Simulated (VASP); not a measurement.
A run of VASP 6.6.1:

The input INCAR:

```
SYSTEM = K
PREC     = Accurate       ! precision mode
ENCUT    = 600            ! plane-wave cutoff, eV
EDIFF    = 1E-6           ! SCF threshold, eV
ISMEAR   = 0              ! smearing method
SIGMA    = 0.1            ! smearing width, eV
LREAL    = .False.        ! projectors in reciprocal space
LASPH    = .True.         ! aspherical terms in the spheres
NELM     = 100            ! most SCF steps
ALGO     = Fast           ! electronic algorithm
ISIF     = 3              ! what is computed and relaxed
LWAVE    = .False.        ! write WAVECAR
LCHARG   = .False.        ! write CHGCAR
IBRION   = 2              ! ionic algorithm
NSW      = 70             ! ionic steps
EDIFFG   = -0.005         ! ionic threshold
```

Contents of KPOINTS:

```
regular mesh
0
Gamma
  12 12 12
  0 0 0
```

POSCAR

```
K
1.0
    0.0000000000      3.2597531145      3.2597531145
    3.2597531145      0.0000000000      3.2597531145
    3.2597531145      3.2597531145      0.0000000000
K
1
Direct
    0.0000000000      0.0000000000      0.0000000000
```

Potentials or basis: VASP PAW LDA potentials, release 64 (K_sv).

The run is started by

```sh
$ cat potpaw_LDA.64/K_sv/POTCAR > POTCAR
$ mpirun -np 1 vasp_std > vasp.out
```

Hardware: 1 thread of Intel(R) Xeon(R) Platinum 8488C (Sapphire Rapids), with other jobs on the host.

Q: How long does it take, and how much memory?

A: It took 2.7 min on 1 thread of Intel(R) Xeon(R) Platinum 8488C (Sapphire Rapids), on a shared host, peak memory 0.23 GiB. Counts: scf iterations 52, k points 72, ion steps 5.
